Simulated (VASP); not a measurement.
A run of VASP 6.6.1 is set up as follows.

The input POSCAR:

```
Ir
1.0
    1.8043510422      1.0417425599      1.4720927946
   -1.8043510422      1.0417425599      1.4720927946
    0.0000000000     -2.0834851199      1.4720927946
Ir
1
Direct
    0.5000000000      0.5000000000      0.5000000000
```

The input INCAR.step1:

```
SYSTEM = Ir
PREC = Accurate
ENCUT = 520
ISMEAR = 0
SIGMA = 0.1
LREAL = .False.
LASPH = .True.
NELM = 100
NBANDS = 10
GGA = PE
ALGO = Normal
EDIFF = 1E-4
LWAVE = .True.
LCHARG = .False.
```

File INCAR.step2:

```
SYSTEM = Ir
PREC = Accurate
ENCUT = 520
EDIFF = 1E-6
ISMEAR = 0
SIGMA = 0.1
LREAL = .False.
LASPH = .True.
NELM = 100
ALGO = Normal
ISIF = 2
LWAVE = .False.
LCHARG = .False.
METAGGA = R2SCAN
LMIXTAU = .True.
NBANDS = 10
ISTART = 1
```

File KPOINTS:

```
Automatic mesh
0
Gamma
  21 21 21
  0 0 0
```

Potentials or basis: VASP PAW PBE potentials, release 64 (Ir).

The run is started by

```console
$ cat potpaw_PBE.64/Ir/POTCAR > POTCAR
$ cp INCAR.step1 INCAR
$ mpirun -np 1 vasp_std > vasp.out
$ cp INCAR.step2 INCAR
$ mpirun -np 1 vasp_std > vasp.out
```

Question: Predict the band gap on the k mesh.

Answer: None (metal or under the smearing width).

Question: Estimate the pressure.

Answer: 1.6 GPa.

Caveat: the PAW data sets were made with another functional, which shifts forces and pressure a little. The run has no spin-orbit coupling, so splittings on Ir are missing.
